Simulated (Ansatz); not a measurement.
# Cobalt, omega (AlB2-type) under m-r²SCAN: structure, energy and stiffness

The plan for cobalt in the omega (AlB2-type) structure: relax it, solve it on a dense k-mesh, then scale the cell to 7 volumes from 88 to 112 % of the relaxed one and try a fit of the equation of state. The start is ferromagnetic. The k-meshes are 9×9×13 for the relaxation; 12×12×17 for the dense run; 11×11×15 for the volumes.

Program: Ansatz 0.2.0. Level of theory: DFT m-r2SCAN, plane waves (500 eV) with PAW, scalar-relativistic; PAW files made under PBE, frozen cores solved again for the functional; m-r²SCAN is r²SCAN on the gauge-invariant kinetic-energy density. These are calculated values, not measurements.

## 1. The starting structure

It takes space group P6/mmm (No. 191, hexagonal). The conventional cell has a = 3.970 Å, b = 3.970 Å, c = 2.434 Å, α = 90.00°, β = 90.00°, γ = 120.00°. Around Co (site symmetry 6/mmm) lie 14 Co at 2.43 to 2.60 Å. Co (site symmetry -6m2) has 11 Co at 2.29 to 2.60 Å as nearest neighbours.

Structure file:

```xyz
3
Lattice="3.9701 0.0000 0.0000 -1.9851 3.4382 0.0000 0.0000 0.0000 2.4337" Properties=species:S:1:pos:R:3 pbc="T T T"
Co    0.0000    0.0000    0.0000
Co    0.0000    2.2922    1.2168
Co    1.9851    1.1461    1.2168
```

The atoms start with moments of +1.7 ×3 μB.

## 2. Geometry optimisation

input.yaml reads:

```yaml
crystal:
  lattice:
    - [3.9701439143, 0.0, 0.0]
    - [-1.9850719572, 3.4382454865, 0.0]
    - [0.0, 0.0, 2.4336982195]
  atoms:
    - { symbol: Co, position: [0.0, 0.0, 0.0], spin: 1.7 }
    - { symbol: Co, position: [0.3333333333, 0.6666666667, 0.5], spin: 1.7 }
    - { symbol: Co, position: [0.6666666667, 0.3333333333, 0.5], spin: 1.7 }
hamiltonian:
  xc: mr2scan
  pseudopotentials:
    kind: paw
    azcp:
      Co: "pseudopotentials/Co.paw.azcp"
basis:
  ecutwfc: 500
  fft_grid_basis: typed
kpoints:
  mp_grid: { grid: [9, 9, 13], shift: [0, 0, 0] }
magnetization:
  spin_polarized: true
scf:
  occupations: { method: fermi_dirac, width: 0.05 }
relax:
  max_steps: 60
  f_tol: 0.01
  cell: {}
output:
  write_density: true
  write_potential: true
  elf: true
  volumetric_format: npy
```

Launch:

```sh
$ ansatz run input.yaml --threads 2 --pin off --max-ram 5120MiB --backend cpu --events-out ev --progress --plain --runs-dir out
```

The program printed (excerpt; [...] marks lines left out):

```text
Warning: RAYON_NUM_THREADS=2 ignored (pool sized by the plan → 2); use --threads N
[...]
Pseudopotentials: kind: paw
Pseudopotential: Co, paw, valence charge 17, recommended cutoff 500 eV (meta_gga), <dir>
Functional definition: m-r2SCAN
[...]
Crystal: 3 atoms, lattice volume = 33.221 Å³
Basis set: ecut = 500 eV, 903 PW (Γ), exchange–correlation on 120×120×72 points (64 copies of the dense FFT grid, shifted against one another)
Bands: 34, of which v1, the nominal top of the filled ones, is band 26 counted from 1 (25 counted from 0)
Symmetry: 24 space group operations
Space group: P6/mmm (ITA 191), of the structure as read, at distance tolerance 3.2e-5 Å
Magnetic group: BNS 191.233 (UNI 1463), of the structure as read, at distance tolerance 3.2e-5 Å
k-points: 84 of 1053
[...]
Starting moments: Σ|m| = 5.1 μB on 3 of 3 sites
[...]
SCF iter   1: F=—  HF=-15391.550235 eV  |F-HF|=—  |Δ(HF+E_count)|=         —  Δρ=8.43e-2 (↑2.75e-2 ↓8.43e-2)  dr2=2.36e0  dr2_τ=2.46e-2  dr2_m=2.81e-1  M=4.977 μB ∫|m|=5.050 μB  β_m=1.00  ethr=3.10e-3  ⟨swp⟩=5.6  Hψ=19703  notcnv=0
[...]
relax step   1: F+E_penalty+E_count = -15393.27410519 eV  Δ(F+E_penalty+E_count) = +0.000e0 eV  max|allowed force component| = 6.322e-17 eV/Å  Δτ_max = 0.0000 Å  P = -9.072 GPa  Ω = 33.221 Å³  (16 SCF iters, dr2 threshold 1.00e-7 eV, accepted)
[...]
Magnetization: 4.8717 μB (27.9358 up, 23.0642 down)
Absolute magnetization: 5.2715 μB (∫|ρ↑−ρ↓|, with the PAW one-centre terms)
Spin contamination: 0.0712 ħ² per cell (⟨S²⟩ above its minimum at these occupations)
Per-site moments (μB) at R_I (Å): [(1.6300443249045187, 0.9924893507899206), (1.7076015782480942, 0.9310306734041062), (1.707601578248094, 0.9310306734041062)]
Free energy (F): -15393.315215 eV
[...]
E sigma→0 (E₀):  -15393.307699 eV
Entropy (-TS):   -0.015033 eV (-5.011 meV/atom)
Fermi energy:    19.064037 eV
[...]
--- Forces (eV/Å), atoms counted from 1 ---
  atom   1  Co    -0.00000000     0.00000000     0.00000000
  atom   2  Co     0.00000000     0.00000000    -0.00000000
  atom   3  Co     0.00000000    -0.00000000     0.00000000
[...]
--- Stress (GPa, compression-positive) ---
       -0.042080      -0.000000       0.000000
       -0.000000      -0.042080      -0.000000
        0.000000      -0.000000      -0.044742
  P = ⅓ Tr σ = -0.0430 GPa (-0.430 kbar)
--- Band table (eV; the first three rows and the last of 168) ---
[...]
--- Relaxed structure (5 steps of the walk, 5 accepted, 1 SCFs on fresh bases) ---
  F+E_penalty+E_count = -15393.31521530 eV   max|allowed force component| = 6.785e-17 eV/Å   (the final SCF, on the basis selected at the relaxed cell)
  cell:  # Å, volume = 31.8445 Å³
    - [3.9093149811902492, 2.842518924473211e-11, 0.0]
    - [-1.9546574906197416, 3.385566085091628, 0.0]
    - [0.0, 0.0, 2.406034789793747]
  atoms:
    - { symbol: Co, position: [3.6862818364333274e-34, 1.0561143554657426e-34, 0.0] }
    - { symbol: Co, position: [0.3333333333333333, 0.6666666666666665, 0.5] }
    - { symbol: Co, position: [0.6666666666666667, 0.33333333333333326, 0.5] }
```

Wall time 55 s (2 threads of AMD EPYC 9R14 (Zen 4), shared host); peak memory 0.59 GiB.

Step by step:

```tsv
step	energy change (meV/atom)	largest force (eV/Å)	pressure (GPa)	volume (Å³/atom)
1	0.00	0.0000	-9.07	11.074
2	-11.38	0.0000	-4.01	10.805
3	-14.03	0.0000	0.33	10.600
4	-14.03	0.0000	-0.01	10.615
5	-14.03	0.0000	0.00	10.615
6	-13.70	0.0000	-0.04	10.615
```

Steps that repeat a cell are solved on a basis chosen anew, so their changes of energy are no gain of the relaxation.

Changes in the cell that was computed:

|  | before | after | change |
| --- | --- | --- | --- |
| a (Å) | 3.970 | 3.909 | -1.5 % |
| b (Å) | 3.970 | 3.909 | -1.5 % |
| c (Å) | 2.434 | 2.406 | -1.1 % |
| volume (Å³/atom) | 11.074 | 10.615 | -4.1 % |
| shortest distance (Å) | 2.292 | 2.257 | -1.5 % |
| space group (spins left aside) | P6/mmm | P6/mmm | same |

## 3. Dense single point

input.yaml reads:

```yaml
crystal:
  lattice:
    - [3.9093149812, 0.0, 0.0]
    - [-1.9546574906, 3.3855660851, 0.0]
    - [0.0, 0.0, 2.4060347898]
  atoms:
    - { symbol: Co, position: [0.0, 0.0, 0.0], spin: 1.63 }
    - { symbol: Co, position: [0.3333333333, 0.6666666667, 0.5], spin: 1.708 }
    - { symbol: Co, position: [0.6666666667, 0.3333333333, 0.5], spin: 1.708 }
hamiltonian:
  xc: mr2scan
  pseudopotentials:
    kind: paw
    azcp:
      Co: "pseudopotentials/Co.paw.azcp"
basis:
  ecutwfc: 500
  fft_grid_basis: typed
kpoints:
  mp_grid: { grid: [12, 12, 17], shift: [0, 0, 0] }
magnetization:
  spin_polarized: true
scf:
  occupations: { method: fermi_dirac, width: 0.05 }
```

Launch:

```sh
$ ansatz run input.yaml --threads 2 --pin off --max-ram 5120MiB --backend cpu --events-out ev --progress --plain --runs-dir out
```

The program printed (excerpt; [...] marks lines left out):

```text
Warning: RAYON_NUM_THREADS=2 ignored (pool sized by the plan → 2); use --threads N
[...]
[... 3 set-up lines as earlier in the session ...]
[...]
Crystal: 3 atoms, lattice volume = 31.844 Å³
Basis set: ecut = 500 eV, 795 PW (Γ), exchange–correlation on 120×120×72 points (64 copies of the dense FFT grid, shifted against one another)
Bands: 34, of which v1, the nominal top of the filled ones, is band 26 counted from 1 (25 counted from 0)
[... 2 set-up lines as earlier in the session ...]
Magnetic group: BNS 191.233 (UNI 1463), of the structure as read, at distance tolerance 3.2e-5 Å
k-points: 171 of 2448
[...]
Starting moments: Σ|m| = 5.046 μB on 3 of 3 sites
[...]
SCF iter  16: F=-15393.310632 eV  HF=-15393.310632 eV  |F-HF|=2.82e-9  |Δ(HF+E_count)|=   3.00e-8  Δρ=2.03e-6 (↑1.76e-6 ↓2.03e-6)  dr2=2.80e-9  dr2_τ=5.11e-12  dr2_m=3.69e-11  M=4.842 μB ∫|m|=5.247 μB  ethr=3.20e-12  ⟨swp⟩=1.0  Hψ=30772  notcnv=0
[...]
this state was not tested for a lower state beside it, because the mixer in use, unlike msr1, does not test its closes by its own steps (another_mixer; see scf.mixing.algorithm and scf.lower_state_search)
SCF converged after 16 iterations
Magnetization: 4.8423 μB (27.9211 up, 23.0789 down)
Absolute magnetization: 5.2488 μB (∫|ρ↑−ρ↓|, with the PAW one-centre terms)
Spin contamination: 0.0732 ħ² per cell (⟨S²⟩ above its minimum at these occupations)
Per-site moments (μB) at R_I (Å): [(1.6217197622398938, 0.9924893507925), (1.6990160101154046, 0.9310306734044642), (1.6990160101154042, 0.9310306734044642)]
Free energy (F): -15393.310632 eV
[...]
E sigma→0 (E₀):  -15393.302312 eV
Entropy (-TS):   -0.016639 eV (-5.546 meV/atom)
Fermi energy:    19.062996 eV
[...]
```

It took 22 s on 2 threads of AMD EPYC 9R14 (Zen 4), shared host; peak memory 0.73 GiB.

## 4. Volume × 0.88

input.yaml reads:

```yaml
crystal:
  lattice:
    - [3.7462338857, 0.0, 0.0]
    - [-1.8731169429, 3.2443337135, 0.0]
    - [0.0, 0.0, 2.3056645737]
  atoms:
    - { symbol: Co, position: [0.0, 0.0, 0.0], spin: 1.622 }
    - { symbol: Co, position: [0.3333333333, 0.6666666667, 0.5], spin: 1.699 }
    - { symbol: Co, position: [0.6666666667, 0.3333333333, 0.5], spin: 1.699 }
hamiltonian:
  xc: mr2scan
  pseudopotentials:
    kind: paw
    azcp:
      Co: "pseudopotentials/Co.paw.azcp"
basis:
  ecutwfc: 500
  fft_grid_basis: typed
kpoints:
  mp_grid: { grid: [11, 11, 15], shift: [0, 0, 0] }
magnetization:
  spin_polarized: true
scf:
  occupations: { method: fermi_dirac, width: 0.05 }
  lower_state_search: "off"
output:
  stress: true
```

Launch:

```sh
$ ansatz run input.yaml --threads 2 --pin off --max-ram 5120MiB --backend cpu --events-out ev --progress --plain --runs-dir out
```

The program printed (excerpt; [...] marks lines left out):

```text
Warning: RAYON_NUM_THREADS=2 ignored (pool sized by the plan → 2); use --threads N
[...]
[... 3 set-up lines as earlier in the session ...]
[...]
Crystal: 3 atoms, lattice volume = 28.023 Å³
Basis set: ecut = 500 eV, 705 PW (Γ), exchange–correlation on 120×120×72 points (64 copies of the dense FFT grid, shifted against one another)
Bands: 34, of which v1, the nominal top of the filled ones, is band 26 counted from 1 (25 counted from 0)
[... 1 set-up line as earlier in the session ...]
Space group: P6/mmm (ITA 191), of the structure as read, at distance tolerance 3.0e-5 Å
Magnetic group: BNS 191.233 (UNI 1463), of the structure as read, at distance tolerance 3.0e-5 Å
k-points: 128 of 1815
[...]
Starting moments: Σ|m| = 5.02 μB on 3 of 3 sites
[...]
this state was not tested for a lower state beside it, because the mixer in use, unlike msr1, does not test its closes by its own steps (another_mixer; see scf.mixing.algorithm and scf.lower_state_search)
SCF converged after 21 iterations
Magnetization: 4.4385 μB (27.7192 up, 23.2808 down)
Absolute magnetization: 4.7269 μB (∫|ρ↑−ρ↓|, with the PAW one-centre terms)
Spin contamination: 0.0473 ħ² per cell (⟨S²⟩ above its minimum at these occupations)
Per-site moments (μB) at R_I (Å): [(1.5121606111349983, 0.9510866366512502), (1.5181354318137004, 0.8921917712172149), (1.518135431813701, 0.8921917712172149)]
Free energy (F): -15392.894064 eV
[...]
E sigma→0 (E₀):  -15392.884572 eV
Entropy (-TS):   -0.018985 eV (-6.328 meV/atom)
Fermi energy:    22.216289 eV
[...]
--- Stress (GPa, compression-positive) ---
       40.702529      -0.000000       0.000000
       -0.000000      40.702529      -0.000000
        0.000000      -0.000000      36.666693
  P = ⅓ Tr σ = 39.3573 GPa (393.573 kbar)
```

Run time: 18 s. Hardware: 2 threads of AMD EPYC 9R14 (Zen 4), shared host; peak memory 0.6 GiB.

## 5. Volume × 0.92

input.yaml, as its differences from that of step 4:

```diff
@@ -2,5 +2,5 @@
   lattice:
-    - [3.7462338857, 0.0, 0.0]
-    - [-1.8731169429, 3.2443337135, 0.0]
-    - [0.0, 0.0, 2.3056645737]
+    - [3.8021560689, 0.0, 0.0]
+    - [-1.9010780345, 3.2927637448, 0.0]
+    - [0.0, 0.0, 2.340082552]
   atoms:
```

Launch:

```sh
$ ansatz run input.yaml --threads 2 --pin off --max-ram 5120MiB --backend cpu --events-out ev --progress --plain --runs-dir out
```

The program printed (excerpt; [...] marks lines left out):

```text
Warning: RAYON_NUM_THREADS=2 ignored (pool sized by the plan → 2); use --threads N
[...]
[... 3 set-up lines as earlier in the session ...]
[...]
Crystal: 3 atoms, lattice volume = 29.297 Å³
Basis set: ecut = 500 eV, 747 PW (Γ), exchange–correlation on 120×120×72 points (64 copies of the dense FFT grid, shifted against one another)
Bands: 34, of which v1, the nominal top of the filled ones, is band 26 counted from 1 (25 counted from 0)
[... 1 set-up line as earlier in the session ...]
Space group: P6/mmm (ITA 191), of the structure as read, at distance tolerance 3.1e-5 Å
Magnetic group: BNS 191.233 (UNI 1463), of the structure as read, at distance tolerance 3.1e-5 Å
k-points: 128 of 1815
[...]
Starting moments: Σ|m| = 5.02 μB on 3 of 3 sites
[...]
this state was not tested for a lower state beside it, because the mixer in use, unlike msr1, does not test its closes by its own steps (another_mixer; see scf.mixing.algorithm and scf.lower_state_search)
SCF converged after 20 iterations
Magnetization: 4.6410 μB (27.8205 up, 23.1795 down)
Absolute magnetization: 4.9731 μB (∫|ρ↑−ρ↓|, with the PAW one-centre terms)
Spin contamination: 0.0564 ħ² per cell (⟨S²⟩ above its minimum at these occupations)
Per-site moments (μB) at R_I (Å): [(1.5526062973523262, 0.9652840527000001), (1.6115006406432912, 0.9055100298228291), (1.6115006406432915, 0.9055100298228291)]
Free energy (F): -15393.141538 eV
[...]
E sigma→0 (E₀):  -15393.132945 eV
Entropy (-TS):   -0.017186 eV (-5.729 meV/atom)
Fermi energy:    21.063294 eV
[...]
--- Stress (GPa, compression-positive) ---
       24.032553       0.000000       0.000000
        0.000000      24.032553      -0.000000
        0.000000      -0.000000      22.266004
  P = ⅓ Tr σ = 23.4437 GPa (234.437 kbar)
```

Wall time 19 s (2 threads of AMD EPYC 9R14 (Zen 4), shared host); peak memory 0.58 GiB.

## 6. Volume × 0.96

input.yaml, as its differences from that of step 5:

```diff
@@ -2,5 +2,5 @@
   lattice:
-    - [3.8021560689, 0.0, 0.0]
-    - [-1.9010780345, 3.2927637448, 0.0]
-    - [0.0, 0.0, 2.340082552]
+    - [3.8564799236, 0.0, 0.0]
+    - [-1.9282399618, 3.339809583, 0.0]
+    - [0.0, 0.0, 2.3735168199]
   atoms:
```

Launch:

```sh
$ ansatz run input.yaml --threads 2 --pin off --max-ram 5120MiB --backend cpu --events-out ev --progress --plain --runs-dir out
```

The program printed (excerpt; [...] marks lines left out):

```text
Warning: RAYON_NUM_THREADS=2 ignored (pool sized by the plan → 2); use --threads N
[...]
[... 3 set-up lines as earlier in the session ...]
[...]
Crystal: 3 atoms, lattice volume = 30.571 Å³
Basis set: ecut = 500 eV, 783 PW (Γ), exchange–correlation on 120×120×72 points (64 copies of the dense FFT grid, shifted against one another)
Bands: 34, of which v1, the nominal top of the filled ones, is band 26 counted from 1 (25 counted from 0)
[... 2 set-up lines as earlier in the session ...]
Magnetic group: BNS 191.233 (UNI 1463), of the structure as read, at distance tolerance 3.1e-5 Å
k-points: 128 of 1815
[...]
Starting moments: Σ|m| = 5.02 μB on 3 of 3 sites
[...]
this state was not tested for a lower state beside it, because the mixer in use, unlike msr1, does not test its closes by its own steps (another_mixer; see scf.mixing.algorithm and scf.lower_state_search)
SCF converged after 19 iterations
Magnetization: 4.7614 μB (27.8807 up, 23.1193 down)
Absolute magnetization: 5.1316 μB (∫|ρ↑−ρ↓|, with the PAW one-centre terms)
Spin contamination: 0.0644 ħ² per cell (⟨S²⟩ above its minimum at these occupations)
Per-site moments (μB) at R_I (Å): [(1.5885060291478765, 0.97907568820875), (1.6647613695626606, 0.9184476353280623), (1.664761369562661, 0.9184476353280623)]
Free energy (F): -15393.274320 eV
[...]
E sigma→0 (E₀):  -15393.266479 eV
Entropy (-TS):   -0.015683 eV (-5.228 meV/atom)
Fermi energy:    20.011535 eV
[...]
--- Stress (GPa, compression-positive) ---
       10.666117      -0.000000       0.000000
       -0.000000      10.666117       0.000000
        0.000000       0.000000       9.869551
  P = ⅓ Tr σ = 10.4006 GPa (104.006 kbar)
```

Run time: 17 s. Hardware: 2 threads of AMD EPYC 9R14 (Zen 4), shared host; peak memory 0.61 GiB.

## 7. Volume × 1.0

input.yaml, as its differences from that of step 6:

```diff
@@ -2,5 +2,5 @@
   lattice:
-    - [3.8564799236, 0.0, 0.0]
-    - [-1.9282399618, 3.339809583, 0.0]
-    - [0.0, 0.0, 2.3735168199]
+    - [3.9093149812, 0.0, 0.0]
+    - [-1.9546574906, 3.3855660851, 0.0]
+    - [0.0, 0.0, 2.4060347898]
   atoms:
```

Launch:

```sh
$ ansatz run input.yaml --threads 2 --pin off --max-ram 5120MiB --backend cpu --events-out ev --progress --plain --runs-dir out
```

The program printed (excerpt; [...] marks lines left out):

```text
Warning: RAYON_NUM_THREADS=2 ignored (pool sized by the plan → 2); use --threads N
[...]
[... 3 set-up lines as earlier in the session ...]
[...]
Crystal: 3 atoms, lattice volume = 31.844 Å³
Basis set: ecut = 500 eV, 795 PW (Γ), exchange–correlation on 120×120×72 points (64 copies of the dense FFT grid, shifted against one another)
Bands: 34, of which v1, the nominal top of the filled ones, is band 26 counted from 1 (25 counted from 0)
[... 2 set-up lines as earlier in the session ...]
Magnetic group: BNS 191.233 (UNI 1463), of the structure as read, at distance tolerance 3.2e-5 Å
k-points: 128 of 1815
[...]
Starting moments: Σ|m| = 5.02 μB on 3 of 3 sites
[...]
this state was not tested for a lower state beside it, because the mixer in use, unlike msr1, does not test its closes by its own steps (another_mixer; see scf.mixing.algorithm and scf.lower_state_search)
SCF converged after 21 iterations
Magnetization: 4.8461 μB (27.9230 up, 23.0770 down)
Absolute magnetization: 5.2515 μB (∫|ρ↑−ρ↓|, with the PAW one-centre terms)
Spin contamination: 0.0720 ħ² per cell (⟨S²⟩ above its minimum at these occupations)
Per-site moments (μB) at R_I (Å): [(1.6226347984321003, 0.9924893507925), (1.7001693689162352, 0.9310306734044642), (1.7001693689162354, 0.9310306734044642)]
Free energy (F): -15393.313600 eV
[...]
E sigma→0 (E₀):  -15393.305917 eV
Entropy (-TS):   -0.015367 eV (-5.122 meV/atom)
Fermi energy:    19.048016 eV
[...]
--- Stress (GPa, compression-positive) ---
       -0.043311       0.000000       0.000000
        0.000000      -0.043311      -0.000000
       -0.000000      -0.000000      -0.321009
  P = ⅓ Tr σ = -0.1359 GPa (-1.359 kbar)
```

It took 19 s on 2 threads of AMD EPYC 9R14 (Zen 4), shared host; peak memory 0.62 GiB.

## 8. Volume × 1.04

input.yaml, as its differences from that of step 7:

```diff
@@ -2,5 +2,5 @@
   lattice:
-    - [3.9093149812, 0.0, 0.0]
-    - [-1.9546574906, 3.3855660851, 0.0]
-    - [0.0, 0.0, 2.4060347898]
+    - [3.9607592357, 0.0, 0.0]
+    - [-1.9803796179, 3.4301181164, 0.0]
+    - [0.0, 0.0, 2.4376967732]
   atoms:
```

Launch:

```sh
$ ansatz run input.yaml --threads 2 --pin off --max-ram 5120MiB --backend cpu --events-out ev --progress --plain --runs-dir out
```

The program printed (excerpt; [...] marks lines left out):

```text
Warning: RAYON_NUM_THREADS=2 ignored (pool sized by the plan → 2); use --threads N
[...]
[... 3 set-up lines as earlier in the session ...]
[...]
Crystal: 3 atoms, lattice volume = 33.118 Å³
Basis set: ecut = 500 eV, 903 PW (Γ), exchange–correlation on 120×120×72 points (64 copies of the dense FFT grid, shifted against one another)
Bands: 34, of which v1, the nominal top of the filled ones, is band 26 counted from 1 (25 counted from 0)
[... 2 set-up lines as earlier in the session ...]
Magnetic group: BNS 191.233 (UNI 1463), of the structure as read, at distance tolerance 3.2e-5 Å
k-points: 128 of 1815
[...]
Starting moments: Σ|m| = 5.02 μB on 3 of 3 sites
[...]
this state was not tested for a lower state beside it, because the mixer in use, unlike msr1, does not test its closes by its own steps (another_mixer; see scf.mixing.algorithm and scf.lower_state_search)
SCF converged after 18 iterations
Magnetization: 4.9120 μB (27.9560 up, 23.0440 down)
Absolute magnetization: 5.3536 μB (∫|ρ↑−ρ↓|, with the PAW one-centre terms)
Spin contamination: 0.0799 ħ² per cell (⟨S²⟩ above its minimum at these occupations)
Per-site moments (μB) at R_I (Å): [(1.6525833389554245, 1.005549918945), (1.72837170826623, 0.9432824820086302), (1.7283717082662302, 0.9432824820086302)]
Free energy (F): -15393.277694 eV
[...]
E sigma→0 (E₀):  -15393.269908 eV
Entropy (-TS):   -0.015571 eV (-5.190 meV/atom)
Fermi energy:    18.162286 eV
[...]
--- Stress (GPa, compression-positive) ---
       -8.633510       0.000000       0.000000
       -0.000000      -8.633510       0.000000
        0.000000       0.000000      -8.483954
  P = ⅓ Tr σ = -8.5837 GPa (-85.837 kbar)
```

Run time: 19 s. Hardware: 2 threads of AMD EPYC 9R14 (Zen 4), shared host; peak memory 0.61 GiB.

[end of part 1 of 2]
